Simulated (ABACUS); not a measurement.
Wanted: the native input for an ABACUS 3.10.1 run.

```
Task                                          : band structure
Functional                                    : LDA
Potentials or basis                           : GBRV ultrasoft 1.5 LDA
Cutoff                                        : 544 eV
Density cutoff                                : 4354 eV
Basis                                         : plane waves
Occupations                                   : fermi-dirac, width 0.05 eV
Spin                                          : no spin polarisation
Radial cutoff of the potentials (pseudo_rcut) : 10 bohr
Threshold of the eigensolver                  : 1e-07 Ry
Density                                       : read from an earlier self-consistent run
Path                                          : G-M-K-G-A-L-H-A, L-M, K-H
Points for each segment of the path           : 10
SCF threshold on the density                  : 1e-08
Max SCF steps                                 : 100
Eigensolver                                   : dav
Mixing                                        : broyden
Mixing share                                  : 0.7
Symmetry key                                  : -1
Bands                                         : 23
```

The system is TaS2.

```
Ta S
1.0
     3.35000    0.00000    0.00000
    -1.67500    2.90119    0.00000
     0.00000    0.00000    5.86000
Ta S
1 2
Cartesian
  0.0000 0.0000 0.0000
  1.6750 0.9671 4.3950
  0.0000 1.9341 1.4650
```

These files were run (other wordings do the same):

INPUT

```
INPUT_PARAMETERS
suffix              TaS2
calculation         nscf
basis_type          pw
pseudo_dir          ./
symmetry            -1
dft_functional      pz
ecutwfc             40.0
pseudo_rcut         10
nspin               1
nbands              23
ks_solver           dav
smearing_method     fd
smearing_sigma      0.00367493
scf_thr             1e-08
scf_nmax            100
mixing_type         broyden
mixing_beta         0.7
ecutrho             320.0
init_chg            file
pw_diag_thr         1e-07
out_band            1
kpar                4
```

STRU

```
ATOMIC_SPECIES
Ta 180.9479 ta_lda_v1.uspp.F.UPF
S 32.0600 s_lda_v1.4.uspp.F.UPF

LATTICE_CONSTANT
1.8897261246

LATTICE_VECTORS
3.3500000000 0.0000000000 0.0000000000
-1.6750000000 2.9011851027 0.0000000000
0.0000000000 0.0000000000 5.8600000000

ATOMIC_POSITIONS
Direct

Ta
0.0
1
0.0000000000 0.0000000000 0.0000000000 1 1 1

S
0.0
2
0.6666666667 0.3333333333 0.7500000000 1 1 1
0.3333333333 0.6666666667 0.2500000000 1 1 1
```

KPT

```
K_POINTS
12
Line
0.00000000 0.00000000 0.00000000 10 // G
0.50000000 0.00000000 0.00000000 10 // M
0.33333333 0.33333333 0.00000000 10 // K
0.00000000 0.00000000 0.00000000 10 // G
0.00000000 0.00000000 0.50000000 10 // A
0.50000000 0.00000000 0.50000000 10 // L
0.33333333 0.33333333 0.50000000 10 // H
0.00000000 0.00000000 0.50000000 1 // A
0.50000000 0.00000000 0.50000000 10 // L
0.50000000 0.00000000 0.00000000 1 // M
0.33333333 0.33333333 0.00000000 10 // K
0.33333333 0.33333333 0.50000000 1 // H
```

Potentials or basis: GBRV ultrasoft 1.5 LDA, plane waves.

Command:

```sh
$ OMP_NUM_THREADS=1 mpirun -np 4 abacus > log
```

Wall time 9.2 s on 4 MPI ranks on AMD EPYC 7R13 Processor (Zen 3) (shared host), peak memory 1.2 GiB a rank.
